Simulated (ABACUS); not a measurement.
Runs of ABACUS 3.10.1 on AgCl (Chlorargyrite). Symmetry: Fm-3m, No. 225, cubic system. The conventional cell has a = 5.470 Å, b = 5.470 Å, c = 5.470 Å, α = 90.00°, β = 90.00°, γ = 90.00°. Around Ag (site symmetry m-3m) lie 6 Cl at 2.73 Å. Around Cl (site symmetry m-3m) lie 6 Ag at 2.73 Å. 

```tsv
task	level	potentials or basis	cell	k mesh	cutoff (eV)	max steps of the relaxation	force threshold	optimiser	stress threshold	SCF threshold on the density	gap on the mesh (eV)	pressure (GPa)	relaxed volume (Å³/atom)
relaxation of cell and atoms	PBEsol	PseudoDojo NC SR 0.5 PBE stringent, plane waves	relaxed	6 × 6 × 6	1116	60	0.005 eV/Å	cg	0.2 kbar	1e-08	0.72	0.0	20.20
single point	PBE	SG15 ONCV 1.2 PBE, DZP LCAO (the cutoffs set its grid)	as given	7 × 7 × 7	1361	-	-	-	-	1e-07	1.02	4.8	-
relaxation of cell and atoms	r2SCAN	SG15 ONCV 1.2 PBE, DZP LCAO (the cutoffs set its grid)	relaxed	6 × 6 × 6	1361	-	0.03 eV/Å	ASE BFGS	-	1e-07	(c)	0.1	21.38
single point	r2SCAN	SG15 ONCV 1.2 PBE, DZP LCAO (the cutoffs set its grid)	as given	6 × 6 × 6	1361	-	-	-	-	1e-07	1.37	(a)	-
single point	PBEsol	PseudoDojo NC SR 0.5 PBE stringent, plane waves	as given	6 × 6 × 6	1116	-	-	-	-	1e-08	0.72	-0.7	-
relaxation of cell and atoms	PBE	SG15 ONCV 1.2 PBE, DZP LCAO (the cutoffs set its grid)	relaxed	7 × 7 × 7	1361	60	0.01 eV/Å	cg	0.5 kbar	1e-07	-	0.0	22.38
single point	PBE	PseudoDojo NC SR 0.4.1 PBE standard, plane waves	as given	8 × 8 × 8	1116	-	-	-	-	1e-08	(b)	3.8	-
```

Alike in all rows: no spin polarisation; smearing fermi-dirac 0.05 eV.

Task: Estimate the missing entries.

Result: (a) 2.7; (b) 0.91; (c) 1.38.

Caveats: the potentials were made for another functional, which shifts forces and pressure (some runs); the atomic orbitals were generated for these runs and aren't a published set (some runs); the basis of atomic orbitals isn't converged, which shifts pressures, moduli and gaps (some runs); an odd mesh through Γ misses points on the zone boundary, where band edges often lie (some runs).

A k mesh can miss the band edges, and the runs leave out spin-orbit coupling on Ag.

Not every run made on this cell is shown here.
